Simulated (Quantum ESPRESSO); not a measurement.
## Moving the strain (εxx = s) in KBr

```
Br K
1.0
     0.00000    3.30000    3.30000
     3.30000    0.00000    3.30000
     3.30000    3.30000    0.00000
Br K
1 1
Cartesian
  3.3000 3.3000 3.3000
  0.0000 0.0000 0.0000
```

Kept alike: task relaxation of the atoms; functional PBEsol; k mesh 7 × 7 × 7; occupations fermi-dirac, width 0.05 eV; no spin polarisation. Program: Quantum ESPRESSO, SSSP 1.3 efficiency PBE, cutoff 816 eV. The mesh is that of the run's cell of 2 atoms. No spin-orbit coupling.

| s | free energy over the lowest row (meV/atom) |
| --- | --- |
| -0.01 | 0.00 |
| 0 | 0.36 |
| 0.01 | 1.44 |
| 0.02 | 3.15 |

The cell shown is the unstrained one; x, y and z are its Cartesian axes. All rows use potentials made for PBE.

The free energy rises from 0.00 to 3.15 meV/atom between -0.01 and 0.02.
